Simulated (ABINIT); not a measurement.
A run of ABINIT 10.8.3 (patched build) is set up as follows.

Contents of run.abi:

```
# Pseudopotentials
pp_dirpath "./"
pseudos "B_ONCV_PBE-1.2.upf"

# Structure
acell 3*1.0 Angstrom
rprim
     1.8669004200     0.0000000000     0.0000000000
     0.0000000000     1.8669004200     0.0000000000
     0.0000000000     0.0000000000     1.8669004200
ntypat 1
znucl 5
natom 1
typat 1
xred
     0.5000000000     0.5000000000     0.5000000000
chkprim 0
chksymtnons 0
tolsym 1.0e-6

# Plane-wave basis
ecut 598.650497 eV

# k points
kptopt 1
ngkpt 10 10 10
nshiftk 1
shiftk 0.0 0.0 0.0

# Exchange and correlation
ixc 11
vdw_xc 7

# Bands and occupations
nband 6
occopt 3
tsmear 0.05 eV

# SCF cycle
nstep 100
tolvrs 1.0e-10

# Output
iomode 3
prtwf 0
prtden 0
prteig 0
prtebands 0
```

Potentials or basis: SG15 NC PBE v1.2.

Run with:

```bash
$ abinit run.abi > log 2>&1
```

(1) Predict the pressure.

(2) Predict the band gap on the k mesh.

## Answers

(1) -0.4 GPa.

(2) none (metal or under the smearing width).

Caveat: pairwise dispersion overbinds metals, which lowers pressure and volume.
